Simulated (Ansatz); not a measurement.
## Ligand exchange: C3H10BN + C3H6O2 → C3H9BO + C3H7NO

Species: C3H10BN `CC(C)BN`, singlet; C3H6O2 (propionic acid) `CCC(=O)O`, singlet; C3H9BO `CC(C)BO`, singlet; C3H7NO `CCC(N)=O`, singlet. The partners trade NH2 for OH: B–NH2 and C–OH bonds give way to B–OH and C–NH2.

Shapes, held fixed at every level: PBE0-D4/def2-TZVP. Flexible molecules stand in one conformer, not always the lowest. Programs: Ansatz 0.2.0. The zero-point and thermal change to 298 K, harmonic and unscaled (PBE0-D4/def2-TZVP), is -1.1 kJ/mol.

Question: Estimate ΔH(298 K) of this reaction.

Answer: The highest level, CCSD(T)/CBS estimate, gives ΔH(298 K) = -0.6 kJ/mol; the levels span -3.0 to +1.4. That is about zero within the method's error. They disagree on the sign: 2 of 7 are positive. The column of differences is taken from that level and isn't an error. No measured value is set beside it here. The CBS estimate extrapolates MP2 from def2-TZVPP and def2-QZVPP and adds CCSD(T) − MP2 in the triple-zeta set, cores frozen. Times are processor times on shared x86 and Arm servers, and rough.

| level | kind | ΔH(298 K) (kJ/mol) | less CCSD(T)/CBS estimate | CPU time (sum over the molecules) |
| --- | --- | --- | --- | --- |
| HF/def2-SVP | Hartree–Fock | -3.0 | -2.4 | – |
| r2SCAN-D4/def2-TZVPP | meta-GGA | -0.6 | 0.0 | 75 s |
| BHLYP-D4/def2-TZVPP | global hybrid | -2.8 | -2.2 | 47 s |
| wB97M-V/def2-TZVPP | range-separated hybrid | +0.6 | +1.2 | 3.2 min |
| B2PLYP/def2-TZVPP | double hybrid | -1.3 | -0.7 | 98 s |
| CCSD/def2-SVP | coupled cluster or CI | +1.4 | +2.0 | – |
| CCSD(T)/CBS estimate | coupled cluster or CI | -0.6 | 0.0 | 76 min |
